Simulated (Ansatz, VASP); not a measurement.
**One calculation of C, two programs**

```
C
1.0
     0.00000    1.77435    1.77435
     1.77435    0.00000    1.77435
     1.77435    1.77435    0.00000
C
2
Direct
  0.50000 0.50000 0.50000
  0.75000 0.75000 0.75000
```

Alike in both runs: functional PBEsol; k mesh 10 × 10 × 10; no spin polarisation.

Ansatz relaxed the structure, and its values are those at the end. VASP's run is a single point on that final structure, the one shown.

|  | VASP | Ansatz |
| --- | --- | --- |
| version | VASP 6.6.1 | Ansatz 0.2.0 |
| potentials or method | VASP PAW PBE potentials, release 64 (C) | PAW with Ansatz's default frozen-core files, scalar-relativistic |
| plane-wave cutoff (eV) | 520 | 420 |
| occupations | gaussian, width 0.01 eV | fixed |
| valence electrons in the cell | 8 | 8 |

```tsv
	VASP	Ansatz	Ansatz less VASP
gap on the k mesh at the Fermi level (eV)	4.07	4.08	+0.007
pressure (GPa)	3.1	2.0	-1.12
```

Caveats: the PAW data sets were made with another functional, which shifts forces and pressure a little (VASP).
